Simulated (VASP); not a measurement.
Runs of VASP 6.6.1 on InP. Symmetry: F-43m, No. 216, cubic system. Conventional cell: a = 5.861 Å, b = 5.861 Å, c = 5.861 Å, α = 90.00°, β = 90.00°, γ = 90.00°. In (site symmetry -43m) has 4 P at 2.54 Å as nearest neighbours. P (site symmetry -43m) has 4 In at 2.54 Å as nearest neighbours. 

```csv
level,spin,k mesh,gap on the mesh (eV),pressure (GPa)
rSCAN,off,8 × 8 × 8,(a),1.4
SCAN,off,8 × 8 × 8,(b),0.9
SCAN,"SOC, no magnetisation",6 × 6 × 6,-,0.9
r2SCAN,off,8 × 8 × 8,1.17,1.6
r2SCAN,"SOC, no magnetisation",6 × 6 × 6,-,1.5
```

Alike in all rows: task band structure; potentials or basis VASP PAW PBE potentials, release 64 (In_d, P); cell as given; cutoff (eV) 520; smearing fermi-dirac 0.05 eV.

**Question.** Estimate the missing entries.

**Answer.** (a) 1.14; (b) 1.06.

Caveats: the PAW data sets were made with another functional, which shifts forces and pressure a little; spin-orbit coupling is left out, which moves the levels of the heavy elements (some runs).

A k mesh can miss the band edges, and rows without SOC leave out spin-orbit coupling on In.

Runs at the PBE level aren't shown here.
